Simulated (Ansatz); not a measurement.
# Cs2SnI6: the cost of one run

Method: DFT PBEsol, scalar-relativistic, plane waves, PAW, in Ansatz 0.2.0.

That is the level of the relaxation; later steps name their own.

1 further run of the same task is left out (set aside as unsound or not needed).

## Step 1: The system as given

It takes space group Fm-3m (No. 225, cubic). The conventional cell has a = 11.555 Å, b = 11.555 Å, c = 11.555 Å, α = 90.00°, β = 90.00°, γ = 90.00°. Cs (site symmetry -43m) has 12 I at 4.09 Å as nearest neighbours. Around Sn (site symmetry m-3m) lie 6 I at 2.87 Å. I (site symmetry 4mm) has 1 Sn at 2.87 Å and 4 Cs at 4.09 Å as nearest neighbours.

As a file:

```
CELL_PARAMETERS angstrom
0.00000 5.77742 5.77742
5.77742 0.00000 5.77742
5.77742 5.77742 0.00000
ATOMIC_POSITIONS crystal
Cs 0.25000 0.25000 0.25000
Cs 0.75000 0.75000 0.75000
Sn 0.00000 0.00000 0.00000
I 0.75165 0.24835 0.24835
I 0.24835 0.75165 0.24835
I 0.24835 0.75165 0.75165
I 0.75165 0.24835 0.75165
I 0.24835 0.24835 0.75165
I 0.75165 0.75165 0.24835
```

This cell was relaxed beforehand with the same method: volume 42.85 Å³/atom, gap on the mesh none (metal).

## Step 2: The run at PBEsol on the hybrid's mesh

input.yaml

```yaml
crystal:
  lattice:
    - [0.0, 5.7774158378, 5.7774158378]
    - [5.7774158378, 0.0, 5.7774158378]
    - [5.7774158378, 5.7774158378, 0.0]
  atoms:
    - { symbol: Cs, position: [0.25, 0.25, 0.25] }
    - { symbol: Cs, position: [0.75, 0.75, 0.75] }
    - { symbol: Sn, position: [0.0, 0.0, 0.0] }
    - { symbol: I, position: [0.7516489921, 0.2483510079, 0.2483510079] }
    - { symbol: I, position: [0.2483510079, 0.7516489921, 0.2483510079] }
    - { symbol: I, position: [0.2483510079, 0.7516489921, 0.7516489921] }
    - { symbol: I, position: [0.7516489921, 0.2483510079, 0.7516489921] }
    - { symbol: I, position: [0.2483510079, 0.2483510079, 0.7516489921] }
    - { symbol: I, position: [0.7516489921, 0.7516489921, 0.2483510079] }
basis:
  ecutwfc: 420
kpoints:
  mp_grid: { grid: [4, 4, 4] }
  band_path:
    path:
      - [0.0, 0.0, 0.0]
      - [0.5, 0.0, 0.5]
      - [0.625, 0.25, 0.625]
      - [0.375, 0.375, 0.75]
      - [0.5, 0.5, 0.5]
      - [0.5, 0.25, 0.75]
    npoints: 1
hamiltonian:
  xc: pbesol
scf:
  occupations: { method: gaussian, width: 0.1 }
  n_extra_bands: 7
output:
  forces: true
  stress: true
  eigenvalues: true
```

Run with:

```console
> ansatz run input.yaml --threads 4 --pin off --max-ram 10240MiB --backend cpu --events-out ev --progress --plain --runs-dir out
```

**Question.** How long does this run take on 4 threads of Arm Neoverse V1, shared host, and how much memory does it need?

About 6.4 s, with a peak of 1.1 GiB.
